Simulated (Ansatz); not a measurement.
(001) slab cut from the bulk of BaTiO3, P4mm (No. 99); the slab's formula is Ba2Ti3O8:

```xyz
13
Lattice="3.9557 0.0000 0.0000 0.0000 3.9557 0.0000 0.0000 0.0000 23.2248" Properties=species:S:1:pos:R:3 pbc="T T T"
Ti    1.9779    1.9779    7.5000
O     1.9779    0.0000    7.6381
O     0.0000    1.9779    7.6381
Ba    0.0000    0.0000    9.5830
O     1.9779    1.9779    9.7029
Ti    1.9779    1.9779   11.5433
O     1.9779    0.0000   11.6814
O     0.0000    1.9779   11.6814
Ba    0.0000    0.0000   13.6263
O     1.9779    1.9779   13.7462
Ti    1.9779    1.9779   15.5866
O     1.9779    0.0000   15.7248
O     0.0000    1.9779   15.7248
```

Computed with DFT PBEsol, scalar-relativistic, plane waves, PAW (Ansatz 0.2.0). Settings: cutoff 420 eV, Γ-centred mesh 7×7×1 on the computed 13-atom cell, Gaussian smearing of 0.05 eV; no spin polarisation. A dipole correction removes the field between periodic images along c.

(1) What forces act on the atoms?

 Spin polarisation was left out, and a magnetic state may lie lower.

Answers

(1)
```tsv
atom	Fx (eV/Å)	Fy (eV/Å)	Fz (eV/Å)
Ti1	0.000	0.000	3.600
O2	0.000	0.000	-1.076
O3	0.000	0.000	-1.076
Ba4	0.000	0.000	0.057
O5	0.000	0.000	-2.032
Ti6	0.000	0.000	1.660
O7	0.000	0.000	-0.517
O8	0.000	0.000	-0.517
Ba9	0.000	0.000	1.154
O10	0.000	0.000	-0.736
Ti11	0.000	0.000	-0.263
O12	0.000	0.000	-0.126
O13	0.000	0.000	-0.126
```

Cost: 1 run of about 0.63 core-minutes, on Intel Xeon Processor @ 2.70GHz (shared hosts).